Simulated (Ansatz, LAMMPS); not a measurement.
# Relaxing amorphous TiO2 at 3.55 g/cm^3 (84 atoms), part 2 of 4

How does amorphous TiO2 at 3.55 g/cm^3 (84 atoms) relax, and what do bonds, charges and levels look like afterwards?

Ansatz 0.2.0; Kohn-Sham DFT, PBE, PAW (set soft_2), plane waves.

The cell: 28 Ti and 56 O. The quench rate of 50 K/ps far exceeds what a furnace or splat quench reaches. The starting topology of bonds comes from the classical model. Only the Γ point is sampled in the main run, in a cell whose shortest periodic width is 10 Å.

So far. Step 3 (Single point at the start): Neighbours are counted within 2.64 Å (O-Ti).

## Step 4: Relaxation

With the cell held, the atoms are moved downhill towards a nearby minimum.

Contents of input.yaml:

```yaml
crystal:
  lattice:
    - [10.1511, 0.0, 0.0]
    - [0.0, 10.1511, 0.0]
    - [0.0, 0.0, 10.1511]
  atoms:
    [... the 84 atom lines of step 3 ...]
kpoints:
  mp_grid: { grid: [1, 1, 1] }
hamiltonian:
  xc: pbe
scf:
  occupations: { method: fermi_dirac, width: 0.025 }
output:
  forces: true
relax:
  f_tol: 0.04
  max_steps: 250
```

The run is started by

```console
> ansatz run input.yaml --threads 4 --pin off --max-ram 8192MiB --backend cpu --events-out ev --progress --plain --runs-dir out
```

Numbers of over 12 decimals in the logs are rounded to 6 here.

Output:

```text
[...]
Crystal: 84 atoms, lattice volume = 1046.018 Å³
Basis set: ecut = 420 eV, 20341 PW (Γ), exchange–correlation on 144×144×144 points (8 copies of the dense FFT grid, shifted against one another)
Bands: 420, of which v1, the nominal top of the filled ones, is band 336 counted from 1 (335 counted from 0)
Symmetry: 1 space group operations
[...]
k-points: 1
[...]
SCF iter   1: F=—  HF=-101871.140059 eV  |F-HF|=—  |Δ(HF+E_count)|=         —  Δρ=4.48e-3  dr2=1.68e-1  ethr=1.77e-3  ⟨swp⟩=5.0  Hψ=1537  notcnv=0  defer=43
[...]
SCF iter   7: F=-101871.133300 eV  HF=-101871.133301 eV  |F-HF|=1.71e-6  |Δ(HF+E_count)|=   2.18e-5  Δρ=4.48e-5  dr2=2.30e-5  ethr=5.95e-9  ⟨swp⟩=2.0  Hψ=1222  notcnv=0
SCF 1 converged in 7 iterations: F = -101871.133300 eV  dr2 = 2.30e-5
[...]
relax step   1: F+E_penalty+E_count = -101871.13329967 eV  Δ(F+E_penalty+E_count) = +0.000e0 eV  max|allowed force component| = 1.800e0 eV/Å  Δτ_max = 0.0000 Å  (7 SCF iters, dr2 threshold 4.00e-5 eV, accepted)
[...]
relax step   2: F+E_penalty+E_count = -101873.45530408 eV  Δ(F+E_penalty+E_count) = -2.322e0 eV  max|allowed force component| = 8.094e-1 eV/Å  Δτ_max = 0.1198 Å  (7 SCF iters, dr2 threshold 1.00e-4 eV, accepted)
[...]
relax step   3: F+E_penalty+E_count = -101874.34961065 eV  Δ(F+E_penalty+E_count) = -8.943e-1 eV  max|allowed force component| = 5.408e-1 eV/Å  Δτ_max = 0.0979 Å  (8 SCF iters, dr2 threshold 4.09e-5 eV, accepted)
relax step   4: F+E_penalty+E_count = -101874.95645371 eV  Δ(F+E_penalty+E_count) = -6.068e-1 eV  max|allowed force component| = 3.680e-1 eV/Å  Δτ_max = 0.2000 Å  (8 SCF iters, dr2 threshold 5.91e-5 eV, accepted)
relax step   5: F+E_penalty+E_count = -101875.09298229 eV  Δ(F+E_penalty+E_count) = -1.365e-1 eV  max|allowed force component| = 4.419e-1 eV/Å  Δτ_max = 0.2000 Å  (8 SCF iters, dr2 threshold 6.05e-5 eV, accepted)
relax step   6: F+E_penalty+E_count = -101875.13509972 eV  Δ(F+E_penalty+E_count) = -4.212e-2 eV  max|allowed force component| = 4.232e-1 eV/Å  Δτ_max = 0.2000 Å  (8 SCF iters, dr2 threshold 9.04e-5 eV, accepted)
relax step   7: F+E_penalty+E_count = -101875.20912606 eV  Δ(F+E_penalty+E_count) = -7.403e-2 eV  max|allowed force component| = 2.341e-1 eV/Å  Δτ_max = 0.0361 Å  (6 SCF iters, dr2 threshold 1.00e-4 eV, accepted)
relax step   8: F+E_penalty+E_count = -101875.26600465 eV  Δ(F+E_penalty+E_count) = -5.688e-2 eV  max|allowed force component| = 2.341e-1 eV/Å  Δτ_max = 0.2000 Å  (8 SCF iters, dr2 threshold 1.68e-5 eV, accepted)
relax step   9: F+E_penalty+E_count = -101875.28398451 eV  Δ(F+E_penalty+E_count) = -1.798e-2 eV  max|allowed force component| = 1.397e-1 eV/Å  Δτ_max = 0.0248 Å  (6 SCF iters, dr2 threshold 1.68e-5 eV, accepted)
relax step  10: F+E_penalty+E_count = -101875.17271009 eV  Δ(F+E_penalty+E_count) = +1.113e-1 eV  max|allowed force component| = 3.578e-1 eV/Å  Δτ_max = 0.2000 Å  (10 SCF iters, dr2 threshold 6.96e-6 eV, rejected (line search))
relax step  11: F+E_penalty+E_count = -101875.30047817 eV  Δ(F+E_penalty+E_count) = -1.649e-2 eV  max|allowed force component| = 8.265e-2 eV/Å  Δτ_max = 0.0661 Å  (12 SCF iters, accepted)
relax step  12: F+E_penalty+E_count = -101875.30739189 eV  Δ(F+E_penalty+E_count) = -6.914e-3 eV  max|allowed force component| = 8.219e-2 eV/Å  Δτ_max = 0.0604 Å  (9 SCF iters, dr2 threshold 2.39e-6 eV, accepted)
relax step  13: F+E_penalty+E_count = -101875.30655547 eV  Δ(F+E_penalty+E_count) = +8.364e-4 eV  max|allowed force component| = 1.047e-1 eV/Å  Δτ_max = 0.0635 Å  (8 SCF iters, dr2 threshold 2.36e-6 eV, rejected (line search))
[...]
relax step  14: F+E_penalty+E_count = -101875.31214813 eV  Δ(F+E_penalty+E_count) = -4.756e-3 eV  max|allowed force component| = 2.395e-2 eV/Å  Δτ_max = 0.0317 Å  (10 SCF iters, accepted)
SCF converged after 10 iterations
Free energy (F): -101875.312148 eV
[...]
Internal energy: -101875.312148 eV  (E = F + TS)
E sigma→0 (E₀):  -101875.312148 eV
Fermi energy:    7.666437 eV
[...]
--- Forces (eV/Å), atoms counted from 1 ---
  atom   1  Ti     0.00638629    -0.00338888     0.00285218
  atom   2  Ti    -0.00328732     0.00465043     0.00329378
  atom   3  Ti    -0.00686449    -0.00350821    -0.01410162
  atom   4  Ti     0.01267273     0.00063225    -0.01137111
  atom   5  Ti    -0.00266521    -0.00768095    -0.00110189
  atom   6  Ti     0.00411763    -0.00252682     0.00230445
  atom   7  Ti     0.00414976    -0.01318198     0.00544344
  atom   8  Ti    -0.00061641    -0.00709038     0.00195580
  atom   9  Ti     0.00376180     0.00308613    -0.00466292
  atom  10  Ti     0.01289078     0.00500427    -0.01190378
  atom  11  Ti    -0.00166064    -0.00151212     0.00411967
  atom  12  Ti    -0.01286380     0.00454238    -0.00459434
  atom  13  Ti     0.00847034     0.00423843    -0.00365959
  atom  14  Ti    -0.01055340     0.00265993    -0.00291445
[...]
atom  83  O      0.00273815    -0.00231620     0.00733862
  atom  84  O     -0.00222790    -0.00317116     0.00077010
  max |Σ_I F_I| component: 1.00e-4 eV/Å
--- Relaxed structure (14 steps of the walk, 12 accepted, 0 SCFs on fresh bases) ---
  F+E_penalty+E_count = -101875.31214813 eV   max|allowed force component| = 2.395e-2 eV/Å
  atoms:
    - { symbol: Ti, position: [0.326870, 0.136920, 0.777726] }
    - { symbol: Ti, position: [0.760612, 0.582545, 0.958303] }
    - { symbol: Ti, position: [0.838116, 0.023206, 0.869583] }
    - { symbol: Ti, position: [0.979748, 0.337073, 0.873216] }
[...]
- { symbol: O, position: [0.123175, 0.085145, 0.501429] }
```

It took 2.7 min on 4 threads of Arm Neoverse V1, shared host; peak memory 1.5 GiB; 10 min of CPU time.

The steps of the relaxation:

```csv
step,energy less that of the first step (eV),largest force component (eV/Å)
1,0.0000,1.7998
2,-2.3220,0.8094
3,-3.2163,0.5408
4,-3.8232,0.3680
5,-3.9597,0.4419
6,-4.0018,0.4232
7,-4.0758,0.2341
8,-4.1327,0.2341
9,-4.1507,0.1397
10,-4.0394,0.3578
11,-4.1672,0.0826
12,-4.1741,0.0822
13,-4.1733,0.1047
14,-4.1788,0.0240
```

Relaxation steps 10, 13 were tried and not accepted.

The atoms that moved most (Å):

```
atom      dx      dy      dz  length
 O77   0.165   0.436  -0.557   0.726
 O83   0.481  -0.456  -0.026   0.664
 O40  -0.370  -0.354  -0.205   0.552
 Ti1  -0.299  -0.290   0.315   0.522
 O66  -0.176  -0.455  -0.141   0.508
 O58   0.419  -0.140  -0.064   0.446
 O73   0.177  -0.389   0.094   0.438
 O39   0.214   0.318  -0.134   0.406
```

The relaxation changed the energy by -49.7 meV/atom, and atoms moved by 0.27 Å r.m.s., 0.73 Å at most.

## Step 5: Distances and neighbours after relaxation

Bonds before and after, by the cutoffs listed below:

| pair | bonds before | bonds after | mean before (Å) | mean after (Å) | spread before (Å) | spread after (Å) |
| --- | --- | --- | --- | --- | --- | --- |
| O-Ti | 136 | 143 | 1.918 | 1.946 | 0.220 | 0.167 |

Density 3.55 g/cm³, 12.45 Å³ an atom.

Pair distribution functions g(r), in bins of 0.1 Å:

```csv
r (Å),total,O-O,O-Ti,Ti-Ti
1.65,0.00,0.00,0.00,0.00
1.75,1.27,0.00,2.86,0.00
1.85,4.00,0.00,9.01,0.00
1.95,1.87,0.00,4.20,0.00
2.05,1.07,0.00,2.42,0.00
2.15,0.30,0.00,0.68,0.00
2.25,0.28,0.00,0.62,0.00
2.35,0.17,0.19,0.19,0.00
2.45,0.39,0.61,0.26,0.00
2.55,0.47,0.90,0.16,0.00
2.65,0.94,1.96,0.15,0.00
2.75,1.15,2.39,0.21,0.00
2.85,1.51,3.33,0.00,0.26
2.95,1.69,3.55,0.00,0.98
3.05,1.06,1.94,0.17,1.13
3.15,0.86,1.23,0.48,0.86
3.25,0.96,1.10,0.55,2.02
3.35,0.75,0.85,0.47,1.51
3.45,1.09,0.84,0.89,2.85
3.55,1.09,0.34,1.06,4.20
3.65,0.97,0.75,0.96,1.92
3.75,0.94,0.72,1.09,1.21
3.85,1.00,0.57,1.47,0.86
3.95,1.28,0.75,1.97,0.68
4.05,0.94,0.52,1.45,0.52
4.15,1.01,0.62,1.39,1.10
4.25,0.95,0.59,1.41,0.59
4.35,1.12,0.65,1.71,0.67
4.45,1.05,0.56,1.69,0.43
4.55,0.93,0.69,1.21,0.82
4.65,1.13,0.66,1.52,1.47
4.75,0.95,0.80,0.94,1.61
4.85,0.86,1.01,0.79,0.54
4.95,1.07,1.38,0.70,1.30
5.05,1.04,1.46,0.64,0.92
```

Bonds by pair of elements; cutoffs follow the first minimum of g(r), held within bounds set by covalent radii, and pairs that aren't listed don't count as bonded:

```csv
pair A-B,cutoff (Å),bonds,mean length (Å),spread (Å),shortest (Å),B about A,A about B
O-Ti,2.64,143,1.95,0.167,1.75,2.55,5.11
```

How many atoms have how many bonded neighbours:

```csv
element,mean,2,3,4,5,6
O,2.55,26,29,1,0,0
Ti,5.11,0,0,6,13,9
```

Bond angles (no mean is given where the spread exceeds 20°):

```
  angle  count  mean (°)  spread (°)
 O-Ti-O    301         -           -
Ti-O-Ti    119         -           -
```

Bond length by coordination (bonds to H left out):

```csv
element,coordination,atoms,mean bond length (Å)
O,2,26,1.83
O,3,29,2.00
O,4,1,2.18
Ti,4,6,1.82
Ti,5,13,1.94
Ti,6,9,2.01
```

Rings of the network by King's shortest-path rule, up to 12 atoms, one path for each pair of neighbours; H, halogens, alkali and alkaline-earth atoms are left out, and the last column divides by all other atoms, bonded or not:

```csv
ring size (atoms),rings,per network atom
4,20,0.238
6,30,0.357
8,74,0.881
10,48,0.571
12,10,0.119
```

First main peaks of g(r), for some of the pairs, lie near 2.9 Å (O-O) and 1.9 Å (O-Ti). By these cutoffs 52 % of O atoms have 3 and 46 % of Ti atoms have 5 bonded neighbours. Bonds at O atoms with 2 neighbours average 1.83 Å, against 2.00 Å at those with 3. Rings of 8 atoms are the most common (41 % of those counted); sizes run from 4 to 12, where the search stops.

(Part 2 of 4 ends here.)

[Logs are printed without paths, hosts, clocks, repeated set-up lines and the standing remarks that a program may print on its own settings, such as how far it seeks lower states.]

[Hosts, paths, dates, database ids (printed as entryN), source tags and the programs' standing remarks are cut or masked in the printed files.]
